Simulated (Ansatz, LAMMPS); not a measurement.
# Structural relaxation of InP with crystalline order left by the classical run (76 atoms)

Wanted: the relaxed structure of InP with crystalline order left by the classical run (76 atoms) and its electronic structure.

Main program and level: Ansatz 0.2.0; Kohn-Sham DFT, PBE, PAW (set soft_2), plane waves.

### 1. The starting structure

The cell holds 76 atoms: 38 In and 38 P. Cell: a = 12.384 Å, b = 12.384 Å, c = 12.384 Å, α = 90.0°, β = 90.0°, γ = 90.0°. 76 atoms (38 In, 38 P) placed at random at 4.84 g/cm³, melted at 2500 K for 10 ps at fixed volume with the Vashishta potential (Branicio, Rino, Gan and Tsuzuki, J. Phys.: Condens. Matter 21, 095002 (2009)). Quenched from 2500 K to 100 K at 10 K/ps and fixed volume, held 5 ps.

Limits known from the start: The quench rate of 10 K/ps is many orders above laboratory rates, so the cell is likely richer in defects and strain than a real sample. The network of bonds at the start is that of the classical potential that made the cell. Only the Γ point is sampled, in a cell whose shortest periodic width is 12 Å.

### 2. How the cell was made

A classical potential makes the cell, at a small fraction of what the same run would cost in DFT.

This step: classical MD, Vashishta potential (Branicio, Rino, Gan and Tsuzuki, J. Phys.: Condens. Matter 21, 095002 (2009)) (LAMMPS 22 Jul 2025 - Update 4).

File in.lmp:

```
# melt-quench of In38P38
units metal
atom_style atomic
boundary p p p
region box block 0 12.3838 0 12.3838 0 12.3838
create_box 2 box
mass 1 114.8180   # In
mass 2 30.9738   # P
create_atoms 1 random 38 77580 NULL overlap 2.1 maxtry 2000
create_atoms 2 random 38 77587 NULL overlap 2.1 maxtry 2000
pair_style vashishta/table 100000 0.2
pair_coeff * * InP.vashishta In P
neigh_modify delay 0 every 1 check yes
thermo_style custom step time temp pe press density
thermo_modify norm yes
timestep 0.001
thermo 100
min_style cg
minimize 1e-4 1e-4 200 2000
reset_timestep 0
velocity all create 2500 77581 mom yes dist gaussian
fix lim all nve/limit 0.05
fix lan all langevin 2500 2500 0.1 77582 zero yes
thermo 500
run 1000 post no
unfix lim
unfix lan
thermo 1666
fix md all nvt temp 2500 2500 0.1
run 10000 post no
unfix md
thermo 24000
fix md all nvt temp 2500 100 0.1
run 240000 post no
unfix md
thermo 2500
fix md all nvt temp 100 100 0.1
run 5000 post no
unfix md
write_dump all custom glass.dump id type xs ys zs modify sort id
```

The run is started by

```bash
$ lmp -in in.lmp -log none -nocite
```

Numbers of over 12 decimals in the logs are rounded to 6 here.

What it wrote:

```text
LAMMPS (22 Jul 2025 - Update 4)
Created orthogonal box = (0 0 0) to (12.3838 12.3838 12.3838)
Created 38 atoms
Created 38 atoms
   Step          Time           Temp          PotEng         Press         Density
         0   0              0              0.61634737     293556.67      4.8439981
        87   0.087          0             -3.2189877      3532.235       4.8439981
Loop time of 0.0196107 s on 1 MPI rank(s) for 87 steps with 76 atoms
Minimization stats:
  Stopping criterion = energy tolerance
  Energy initial, next-to-last, final =
     0.616347365939921  -3.21871086020964  -3.21898767113341
  Force two-norm initial, final = 99.336311 0.45533155
  Iterations, force evaluations = 87 107
   Step          Time           Temp          PotEng         Press         Density
         0   0              2500          -3.2189877      17163.094      4.8439981
       500   0.5            2615.0748     -2.8738397      39371.338      4.8439981
      1000   1              2304.7447     -2.9118129      37063.291      4.8439981
Loop time of 0.106618 s on 1 MPI rank(s) for 1000 steps with 76 atoms
   Step          Time           Temp          PotEng         Press         Density
      1000   1              2304.7447     -2.9118129      37063.291      4.8439981
      1666   1.666          2456.2038     -2.9030208      42252.527      4.8439981
      3332   3.332          2399.7263     -2.8647181      55187.743      4.8439981
      4998   4.998          2521.3672     -2.9123228      53566.255      4.8439981
      6664   6.664          2112.9702     -2.9643013      36670.321      4.8439981
      8330   8.33           2729.758      -2.8855486      51878.404      4.8439981
      9996   9.996          2647.8144     -2.9300501      47036.883      4.8439981
[... 1 line left out ...]
Loop time of 1.03975 s on 1 MPI rank(s) for 10000 steps with 76 atoms
   Step          Time           Temp          PotEng         Press         Density
[... 12 lines left out ...]
Loop time of 22.1762 s on 1 MPI rank(s) for 240000 steps with 76 atoms
   Step          Time           Temp          PotEng         Press         Density
    251000   251            94.061321     -3.3483753     -16612.775      4.8439981
    252500   252.5          97.6021       -3.3501674     -18161.698      4.8439981
    255000   255            92.884112     -3.3507842     -17181.399      4.8439981
    256000   256            106.14417     -3.348472      -16848.157      4.8439981
Loop time of 0.359735 s on 1 MPI rank(s) for 5000 steps with 76 atoms
```

Elapsed: 24 s, on 1 thread of Arm Neoverse V2, shared host; peak memory 0.071 GiB.

### 3. Single point at the start

A single point comes first, to see the forces before anything moves.

File input.yaml:

```yaml
crystal:
  lattice:
    - [12.3838, 0.0, 0.0]
    - [0.0, 12.3838, 0.0]
    - [0.0, 0.0, 12.3838]
  atoms:
    - { symbol: In, position: [0.19395, 0.7054, 0.5627] }
    - { symbol: In, position: [0.21939, 0.00263, 0.38306] }
    - { symbol: In, position: [0.39838, 0.0217, 0.095] }
    - { symbol: In, position: [0.5639, 0.75979, 0.99275] }
    - { symbol: In, position: [0.53678, 0.47434, 0.17126] }
    - { symbol: In, position: [0.516, 0.17724, 0.3491] }
    - { symbol: In, position: [0.61118, 0.33425, 0.61445] }
    - { symbol: In, position: [0.58476, 0.04855, 0.79771] }
    - { symbol: In, position: [0.6453, 0.62295, 0.43532] }
    - { symbol: In, position: [0.09365, 0.54312, 0.3043] }
    - { symbol: In, position: [0.827, 0.65638, 0.15804] }
    - { symbol: In, position: [0.9331, 0.8049, 0.40579] }
    - { symbol: In, position: [0.14107, 0.12538, 0.93718] }
    - { symbol: In, position: [0.97652, 0.38542, 0.03451] }
    - { symbol: In, position: [0.35547, 0.44002, 0.46124] }
    - { symbol: In, position: [0.71775, 0.49846, 0.88811] }
    - { symbol: In, position: [0.67092, 0.91369, 0.25584] }
    - { symbol: In, position: [0.84799, 0.93665, 0.95842] }
    - { symbol: In, position: [0.27158, 0.5718, 0.01212] }
    - { symbol: In, position: [0.69387, 0.20471, 0.05969] }
    - { symbol: In, position: [0.46061, 0.59792, 0.72905] }
    - { symbol: In, position: [0.00676, 0.67677, 0.86074] }
    - { symbol: In, position: [0.11609, 0.83826, 0.11674] }
    - { symbol: In, position: [0.05833, 0.25527, 0.48582] }
    - { symbol: In, position: [0.42794, 0.3128, 0.90829] }
    - { symbol: In, position: [0.48243, 0.88919, 0.53738] }
    - { symbol: In, position: [0.90627, 0.51881, 0.59477] }
    - { symbol: In, position: [0.30553, 0.85445, 0.83079] }
    - { symbol: In, position: [0.16017, 0.41411, 0.75006] }
    - { symbol: In, position: [0.79787, 0.36141, 0.33558] }
    - { symbol: In, position: [0.77981, 0.06688, 0.51238] }
    - { symbol: In, position: [0.95836, 0.10342, 0.2181] }
    - { symbol: In, position: [0.87724, 0.23165, 0.77549] }
    - { symbol: In, position: [0.24618, 0.2876, 0.2002] }
    - { symbol: In, position: [0.74927, 0.78365, 0.69414] }
    - { symbol: In, position: [0.04213, 0.9728, 0.66822] }
    - { symbol: In, position: [0.3262, 0.15917, 0.64124] }
    - { symbol: In, position: [0.37681, 0.73544, 0.28046] }
    - { symbol: P, position: [0.19781, 0.60683, 0.82085] }
    - { symbol: P, position: [0.33223, 0.06125, 0.89644] }
    - { symbol: P, position: [0.1234, 0.74023, 0.36751] }
    - { symbol: P, position: [0.9456, 0.7163, 0.6652] }
    - { symbol: P, position: [0.22834, 0.8948, 0.63052] }
    - { symbol: P, position: [0.64972, 0.53338, 0.69467] }
    - { symbol: P, position: [0.41837, 0.93017, 0.34547] }
    - { symbol: P, position: [0.6768, 0.81793, 0.49652] }
    - { symbol: P, position: [0.73269, 0.39869, 0.13634] }
    - { symbol: P, position: [0.969, 0.99952, 0.46931] }
    - { symbol: P, position: [0.62479, 0.24441, 0.87006] }
    - { symbol: P, position: [0.09163, 0.44385, 0.55743] }
    - { symbol: P, position: [0.88311, 0.1295, 0.0271] }
    - { symbol: P, position: [0.57141, 0.66301, 0.24741] }
    - { symbol: P, position: [0.8053, 0.25734, 0.58372] }
    - { symbol: P, position: [0.07157, 0.15985, 0.74174] }
    - { symbol: P, position: [0.49811, 0.79293, 0.79618] }
    - { symbol: P, position: [0.70732, 0.10724, 0.3192] }
    - { symbol: P, position: [0.04276, 0.87065, 0.92558] }
    - { symbol: P, position: [0.75948, 0.68749, 0.96361] }
    - { symbol: P, position: [0.86361, 0.84651, 0.21444] }
    - { symbol: P, position: [0.99596, 0.29478, 0.28912] }
    - { symbol: P, position: [0.15143, 0.03663, 0.18202] }
    - { symbol: P, position: [0.77853, 0.97778, 0.76618] }
    - { symbol: P, position: [0.28136, 0.47973, 0.27053] }
    - { symbol: P, position: [0.30694, 0.76532, 0.08286] }
    - { symbol: P, position: [0.5939, 0.94914, 0.06502] }
    - { symbol: P, position: [0.4663, 0.50654, 0.97816] }
    - { symbol: P, position: [0.25643, 0.19104, 0.45512] }
    - { symbol: P, position: [0.38621, 0.63085, 0.53796] }
    - { symbol: P, position: [0.43434, 0.21804, 0.15771] }
    - { symbol: P, position: [0.83736, 0.55665, 0.40321] }
    - { symbol: P, position: [0.35959, 0.35186, 0.71719] }
    - { symbol: P, position: [0.01833, 0.58844, 0.11115] }
    - { symbol: P, position: [0.1718, 0.31821, 0.00408] }
    - { symbol: P, position: [0.51971, 0.08437, 0.60501] }
    - { symbol: P, position: [0.54777, 0.37063, 0.4234] }
    - { symbol: P, position: [0.90663, 0.42198, 0.84489] }
kpoints:
  mp_grid: { grid: [1, 1, 1] }
hamiltonian:
  xc: pbe
scf:
  occupations: { method: fermi_dirac, width: 0.025 }
output:
  forces: true
  stress: true
  populations: intrinsic
  dos:
    method: { smearing: { sigma: 0.15 } }
    de: 0.1
    projected: { site_lists: { In: [In], P: [P] } }
  eigenvalues: true
```

The run is started by

```bash
$ ansatz run input.yaml --threads 4 --pin off --max-ram 8192MiB --backend cpu --events-out ev --progress --plain --runs-dir out
```

What it wrote:

```text
Engine: ansatz 0.2.0, aarch64-unknown-linux-gnu
Pseudopotentials: kind: paw
Pseudopotential: In, paw, valence charge 13, recommended cutoff 420 eV (normal), In.paw.azcp
Pseudopotential: P, paw, valence charge 5, recommended cutoff 420 eV (normal), P.paw.azcp
[... 5 lines on functional and potentials left out ...]
Crystal: 76 atoms, lattice volume = 1899.161 Å³
Basis set: ecut = 420 eV, 37193 PW (Γ), exchange–correlation on 180×180×180 points (8 copies of the dense FFT grid, shifted against one another)
Bands: 418, of which v1, the nominal top of the filled ones, is band 342 counted from 1 (341 counted from 0)
Symmetry: 1 space group operations
Space group: P1 (ITA 1), of the structure as read, at distance tolerance 1.2e-4 Å
k-points: 1
[... 5 lines on functional and potentials left out ...]
Initial density: superposition of atomic densities (neutral atoms: chi_scale 0, normalization atom), corrected by the library's trained network
Initial wavefunctions: pseudopotential atomic-orbital guess
Functional: x = pbe(κ = 0.804, μ = 0.219515), c = pbe(β = 0.066725)
SCF iter   1: F=—  HF=-241419.963293 eV  |F-HF|=—  |Δ(HF+E_count)|=         —  Δρ=3.08e-3  dr2=4.22e-1  ethr=1.77e-3  ⟨swp⟩=7.0  Hψ=1582  notcnv=0  defer=39
preconditioner: auto → Kerker (q_TF=auto, 2.301 Å⁻¹)  [metal: Δε(μ)=0.028 eV  Ē_g=12.625 eV  σ=0.025 eV  W_gap=0.26  n_scr=388 (ndim 8)  ℏωp=22.3 eV  f_vac=0.000  D(μ)=45.87/eV (n_scr^D=256)]
SCF iter   2: F=—  HF=-241419.892813 eV  |F-HF|=—  |Δ(HF+E_count)|=   7.05e-2  Δρ=1.82e-3  dr2=1.39e-1  ethr=6.16e-5  ⟨swp⟩=2.0  Hψ=565  notcnv=0  defer=57
SCF iter   3: F=—  HF=-241419.870045 eV  |F-HF|=—  |Δ(HF+E_count)|=   2.28e-2  Δρ=4.97e-4  dr2=1.04e-2  ethr=2.03e-5  ⟨swp⟩=2.0  Hψ=494  notcnv=0  defer=57
SCF iter   4: F=—  HF=-241419.870656 eV  |F-HF|=—  |Δ(HF+E_count)|=   6.12e-4  Δρ=1.59e-4  dr2=1.08e-3  ethr=1.52e-6  ⟨swp⟩=3.0  Hψ=704  notcnv=0  defer=57
SCF iter   5: F=—  HF=-241419.870880 eV  |F-HF|=—  |Δ(HF+E_count)|=   2.24e-4  Δρ=6.47e-5  dr2=2.60e-4  ethr=1.57e-7  ⟨swp⟩=2.0  Hψ=478  notcnv=0  defer=57
SCF iter   6: F=—  HF=-241419.870919 eV  |F-HF|=—  |Δ(HF+E_count)|=   3.90e-5  Δρ=2.43e-5  dr2=4.82e-5  ethr=3.80e-8  ⟨swp⟩=2.0  Hψ=483  notcnv=0  defer=57
SCF iter   7: F=—  HF=-241419.873083 eV  |F-HF|=—  |Δ(HF+E_count)|=   2.16e-3  Δρ=1.05e-5  dr2=1.16e-5  ethr=7.05e-9  ⟨swp⟩=2.0  Hψ=476  notcnv=0  defer=57
SCF iter   8: F=—  HF=-241419.873082 eV  |F-HF|=—  |Δ(HF+E_count)|=   6.39e-7  Δρ=4.66e-6  dr2=2.39e-6  ethr=1.70e-9  ⟨swp⟩=2.0  Hψ=454  notcnv=0  defer=57
SCF iter   9: F=—  HF=-241419.873082 eV  |F-HF|=—  |Δ(HF+E_count)|=   1.60e-7  Δρ=2.09e-6  dr2=3.84e-7  ethr=3.50e-10  ⟨swp⟩=2.0  Hψ=476  notcnv=0  defer=57
SCF iter  10: F=-241419.873082 eV  HF=-241419.873082 eV  |F-HF|=3.15e-8  |Δ(HF+E_count)|=   1.11e-8  Δρ=7.83e-7  dr2=4.82e-8  ethr=1.46e-11  ⟨swp⟩=16.0  Hψ=2504  notcnv=0
SCF 1 converged in 10 iterations: F = -241419.873082 eV  dr2 = 4.82e-8
  greatest PAW one-centre occupation: 0.983 electrons in one spin orbital (limit 2), on the In atom at site 27 (counted from 0), in its partial waves of l = 2
SCF converged after 10 iterations
Free energy (F): -241419.873082 eV
Harris-Foulkes:  -241419.873082 eV  (|F-HF|=3.15e-8)
Internal energy: -241419.777446 eV  (E = F + TS)
E sigma→0 (E₀):  -241419.825264 eV
Entropy (-TS):   -0.095636 eV (-1.258 meV/atom)
Fermi energy:    7.187759 eV
--- Per-component energies (eV) ---
  E_band       = -1870.153166
  E_kinetic    = 11799.658146
  E_local      = -50843.925775  (includes V_loc(G=0)·N_el)
  E_nonlocal   = 15259.254029
  E_hartree    = 19877.424296
  E_xc         = -10459.501405
  E_vxc        = -6005.104860  (∫ρ·V_xc dr)
  E_paw        = -179537.367671  (= ΣΔE_a)
  E_vpaw       = -11834.881575  (= ΣTr[D̂ρ^β])
  E_aug_tail   = 0.001096  (compensation charges beyond the density's cutoff)
  E_ewald      = -47515.320161
  E_smearing   = -0.095636  (= −TS)
  E_closure    = -0.000000  (closes the sum)
  Σ components = -241419.873082   (vs F -241419.873082, Δ=0.00e0)
--- Forces (eV/Å), atoms counted from 1 ---
  atom   1  In    -0.02815636    -0.03434435    -0.19609199
  atom   2  In     0.20232460    -0.24247701    -0.36095715
  atom   3  In     0.12247509     0.08452115    -0.29150908
  atom   4  In     0.13184839    -0.09438839    -0.24814380
  atom   5  In     0.27853241    -0.08906680    -0.18773695
  atom   6  In    -0.02808631     0.09136718    -0.18962542
  atom   7  In     0.34680193     0.21025400     0.36645680
  atom   8  In     0.14869707     0.25053112     0.02999039
  atom   9  In    -0.04129504     0.02452298     0.03566433
  atom  10  In    -0.40722828     0.28581998    -0.22281317
  atom  11  In     0.06880869    -0.40595902    -0.29514263
  atom  12  In    -0.12273480     0.06974396     0.01083792
  atom  13  In    -0.03138891    -0.04854202    -0.08439897
  atom  14  In     0.24481554     0.54575968     0.40378699
[...]
atom  75  P     -0.01768653     0.01145350    -0.18219563
  atom  76  P      0.05623324     0.20754165    -0.11947925
  max |Σ_I F_I| component: 8.07e-5 eV/Å
--- Stress (GPa, compression-positive) ---
       -0.473385      -1.417710       1.198684
       -1.417710      -0.709637       1.372116
        1.198684       1.372116      -0.888314
  P = ⅓ Tr σ = -0.6904 GPa (-6.904 kbar)
--- Band table (eV) ---
  k-point 0: bands = ["-7.3772", "-7.3705", "-7.3670", "-7.3548", [... 402 levels ...], "11.6022", "11.6241", "11.6391", "11.6610", "11.6689", "11.6883", "11.8189", "11.8745", "11.8896", "11.9216", "11.9535", "11.9555"]
--- intrinsic populations: 76 sites ---
  site symbol       q [e]
     0     In     12.6857
     1     In     12.6835
     2     In     12.6806
[...]
75      P      5.3190
  spilling = 0.000000 (of n_electrons = 684.000000)
```

The job ended after 29 s (4 threads of Arm Neoverse V2, shared host; peak memory 2.5 GiB).

The column dr2 measures how far the density is from self-consistency, as an energy; F and HF (Harris–Foulkes) agree once it is small.

The run gave:

- free energy: -241419.8731 eV
- free energy per atom: -3176.5773 eV/atom
- SCF cycles: 10
- pressure: -0.6904 GPa
- r.m.s. force component: 0.203 eV/Å
- longest force: 0.7217 eV/Å
- Fermi energy: 7.188 eV
- levels partly filled by over 2 per cent: 3

The r.m.s. force component of 0.20 eV/Å and the pressure of -0.69 GPa set the starting point.

Length of the force by element:

```
element  coordination  atoms  mean length of the force (eV/Å)  spread   least   most
     In           all     38                            0.302   0.172  0.0598  0.722
      P           all     38                            0.322   0.152  0.0794  0.617
```

(Continued in part 2 of 3.)

[Logs are printed without paths, hosts, clocks, repeated set-up lines and the standing remarks that a program may print on its own settings, such as how far it seeks lower states.]

[Hosts, paths, dates, database ids (printed as entryN), source tags and the programs' standing remarks are cut or masked in the printed files.]
